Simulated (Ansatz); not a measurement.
Molecular dynamics on a 2×2×2 supercell (24 atoms) of Be2C (antifluorite), relaxed with r2SCAN. Forces come from PBE in the plane-wave code Ansatz: a Langevin thermostat at fixed volume, 2200 K, steps of 3 fs. Classical nuclei, no spin polarisation; a few dozen steps show the first response, not equilibrium.

```yaml
crystal:
  lattice:
    - [0.0, 4.320971277, 4.320971277]
    - [4.320971277, 0.0, 4.320971277]
    - [4.320971277, 4.320971277, 0.0]
  atoms:
    - { symbol: C, position: [0.0, 0.0, 0.0] }
    - { symbol: Be, position: [0.125, 0.125, 0.125] }
    - { symbol: Be, position: [0.375, 0.375, 0.375] }
    - { symbol: C, position: [0.0, 0.0, 0.5] }
    - { symbol: Be, position: [0.125, 0.125, 0.625] }
    - { symbol: Be, position: [0.375, 0.375, 0.875] }
    - { symbol: C, position: [0.0, 0.5, 0.0] }
    - { symbol: Be, position: [0.125, 0.625, 0.125] }
    - { symbol: Be, position: [0.375, 0.875, 0.375] }
    - { symbol: C, position: [0.0, 0.5, 0.5] }
    - { symbol: Be, position: [0.125, 0.625, 0.625] }
    - { symbol: Be, position: [0.375, 0.875, 0.875] }
    - { symbol: C, position: [0.5, 0.0, 0.0] }
    - { symbol: Be, position: [0.625, 0.125, 0.125] }
    - { symbol: Be, position: [0.875, 0.375, 0.375] }
    - { symbol: C, position: [0.5, 0.0, 0.5] }
    - { symbol: Be, position: [0.625, 0.125, 0.625] }
    - { symbol: Be, position: [0.875, 0.375, 0.875] }
    - { symbol: C, position: [0.5, 0.5, 0.0] }
    - { symbol: Be, position: [0.625, 0.625, 0.125] }
    - { symbol: Be, position: [0.875, 0.875, 0.375] }
    - { symbol: C, position: [0.5, 0.5, 0.5] }
    - { symbol: Be, position: [0.625, 0.625, 0.625] }
    - { symbol: Be, position: [0.875, 0.875, 0.875] }
kpoints:
  mp_grid: { grid: [4, 4, 4] }
hamiltonian:
  xc: pbe
scf:
  occupations: { method: fermi_dirac, width: 0.19 }
md:
  ensemble: nvt_langevin
  temperature: 2200
  timestep: 3.0
  n_steps: 20
  initial_velocities: maxwell_boltzmann
  seed: 7391
```

Run as `ansatz run input.yaml --threads 4 --pin off --max-ram 3686MiB --backend cpu --events-out ev --progress --plain --runs-dir out`.

Task: It ran on 4 threads of Arm Neoverse V2, with other jobs on the host. About how long did it take, and what peak of host memory did it reach?

Result: About 110 s, with a peak of 0.82 GiB.

| step | t (fs) | T (K) | free energy F from step 0 (meV/atom) | kinetic energy (meV/atom) | largest force (eV/Å) |
| --- | --- | --- | --- | --- | --- |
| 0 | 0 | 2108 | 0.0 | 272.5 | 0.00 |
| 1 | 3 | 1786 | 35.3 | 230.8 | 2.18 |
| 2 | 6 | 1224 | 117.4 | 158.2 | 3.60 |
| 3 | 9 | 603 | 195.0 | 77.9 | 4.47 |
| 4 | 12 | 404 | 229.2 | 52.2 | 4.65 |
| 5 | 15 | 718 | 214.6 | 92.9 | 4.80 |
| 6 | 18 | 1104 | 180.8 | 142.7 | 4.36 |
| 7 | 21 | 1631 | 157.1 | 210.8 | 3.97 |
| 8 | 24 | 1675 | 155.1 | 216.5 | 3.86 |
| 9 | 27 | 1495 | 176.0 | 193.3 | 5.25 |
| 10 | 30 | 1374 | 199.3 | 177.6 | 5.53 |
| 11 | 33 | 1302 | 207.1 | 168.3 | 4.42 |
| 12 | 36 | 1257 | 209.8 | 162.5 | 3.93 |
| 13 | 39 | 1382 | 214.4 | 178.7 | 4.92 |
| 14 | 42 | 1301 | 215.1 | 168.2 | 5.61 |
| 15 | 45 | 1471 | 194.3 | 190.2 | 5.51 |
| 16 | 48 | 1831 | 165.2 | 236.7 | 4.08 |
| 17 | 51 | 2035 | 161.3 | 263.1 | 3.44 |
| 18 | 54 | 1825 | 187.9 | 235.9 | 4.00 |
| 19 | 57 | 1541 | 221.4 | 199.1 | 4.69 |
| 20 | 60 | 1394 | 243.1 | 180.3 | 4.49 |

The temperature starts at 2108 K, is lowest at step 4 (404 K, 12 fs) and ends at 1394 K. The thermostat hasn't had time to restore it. The atoms start on their lattice sites with kinetic energy alone, so much of it first passes into potential energy. By the last step the atoms have moved 0.23 Å in the root mean square, the drift of the whole cell taken out, 0.45 Å at most.

Positions (Å) and forces (eV/Å) at step 20:
```
C    0.115  -0.001  -0.010    -0.861   1.480   0.023
Be   1.223   1.320   1.054    -0.625  -0.152  -0.448
Be   3.213   3.194   3.410     1.340   0.147  -1.605
C    2.446   2.230   0.122    -2.220  -2.086  -0.950
Be   3.332   3.186   1.115     0.250   1.593   1.394
Be   5.432   5.253   3.190    -0.833   0.108   0.566
C    2.282  -0.124   2.278    -2.990   1.627  -1.062
Be   3.152   1.050   3.080     2.275   1.173   1.904
Be   5.216   3.540   5.683    -0.047  -2.159  -1.482
C    4.393   2.133   2.308     0.367  -0.087  -1.544
Be   5.698   2.982   3.342    -3.390   0.811  -0.084
Be   7.500   5.534   5.342     1.631  -2.437   0.030
C   -0.003   2.044   2.208     1.477   2.826  -1.587
Be   1.153   3.249   3.429    -0.946  -1.122  -1.192
Be   3.549   5.352   5.315    -3.476   1.878   2.002
C    2.226   4.393   2.090     0.058  -1.095   0.442
Be   3.377   5.515   3.272    -1.512  -1.751   0.271
Be   5.355   7.899   5.460     0.129  -2.311   1.412
C    2.141   2.152   4.292    -0.123  -0.635   0.653
Be   3.007   3.105   5.616     2.211   0.393  -2.155
Be   5.528   5.179   7.455    -1.551   2.256   1.074
C    4.161   4.313   4.300     4.245  -1.368   0.512
Be   5.416   5.455   5.353     1.114   1.007   0.173
Be   7.529   7.578   7.598     3.480  -0.096   1.652
```
